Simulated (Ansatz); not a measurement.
# AlN: the cost of one run

Program: Ansatz 0.2.0. Level of theory: DFT PBE, scalar-relativistic, plane waves, PAW. These are calculated values, not measurements.

## (1) Starting point

It takes space group P1 (No. 1, triclinic). Conventional cell: a = 3.029 Å, b = 4.420 Å, c = 4.420 Å, α = 120.00°, β = 90.00°, γ = 90.00°. Al (site symmetry 1) is surrounded by 3 Al at 1.87 to 1.88 Å and 2 N at 1.89 Å. Al (site symmetry 1) is surrounded by 3 Al at 1.87 to 1.88 Å and 2 N at 1.87 to 1.88 Å. Al (site symmetry 1) has 3 N at 1.87 to 1.88 Å and 2 Al at 1.87 to 1.88 Å as nearest neighbours. N (site symmetry 1) has 3 Al at 1.87 to 1.89 Å and 2 N at 1.87 to 1.89 Å as nearest neighbours. N (site symmetry 1) has 3 N at 1.87 to 1.89 Å and 2 Al at 1.87 to 1.89 Å as nearest neighbours. Around N (site symmetry 1) lie 3 N at 1.87 to 1.88 Å and 2 Al at 1.88 Å.

As a file:

```cif
data_structure
_symmetry_space_group_name_H-M 'P 1'
_symmetry_Int_Tables_number 1
_cell_length_a 3.0291
_cell_length_b 4.4197
_cell_length_c 4.4197
_cell_angle_alpha 120.000
_cell_angle_beta 90.000
_cell_angle_gamma 90.000
_cell_volume 51.24
loop_
_atom_site_label
_atom_site_type_symbol
_atom_site_fract_x
_atom_site_fract_y
_atom_site_fract_z
_atom_site_occupancy
Al1 Al 0.15122 0.83286 0.76674 1
Al2 Al 0.65368 0.60455 0.50159 1
Al3 Al 0.98701 0.89703 0.39545 1
N1 N 0.48455 0.93387 0.16714 1
N2 N 0.81788 0.23326 0.06613 1
N3 N 0.32035 0.49841 0.10297 1
```

Recipe of the guess: 5-connected net, two elements spread over the vertices (P1, No. 1). Its size is a rough estimate.

## (2) A first look at the guess

Input file input.yaml:

```yaml
crystal:
  lattice:
    - [3.02905536, 0.0, 0.0]
    - [0.0, 4.41967273, 0.0]
    - [0.0, -2.20983636, 3.82754886]
  atoms:
    - { symbol: Al, position: [0.15121659, 0.83286299, 0.76673696] }
    - { symbol: Al, position: [0.65367902, 0.60455424, 0.50158695] }
    - { symbol: Al, position: [0.98701235, 0.89703271, 0.39544576] }
    - { symbol: "N", position: [0.48454993, 0.93387396, 0.16713701] }
    - { symbol: "N", position: [0.81788326, 0.23326304, 0.06612604] }
    - { symbol: "N", position: [0.32034568, 0.49841305, 0.10296729] }
basis:
  ecutwfc: 420
kpoints:
  mp_grid: { grid: [6, 6, 6] }
hamiltonian:
  xc: pbe
scf:
  occupations: { method: gaussian, width: 0.1 }
  lower_state_search: "off"
output:
  forces: true
  stress: true
  eigenvalues: true
```

Started as:

```sh
$ ansatz run input.yaml --threads 1 --pin off --max-ram 2560MiB --backend cpu --events-out ev --progress --plain --runs-dir out
```

What time and memory should one allow on 1 thread of Arm Neoverse V1, shared host?

About 12 s, with a peak of 0.37 GiB.
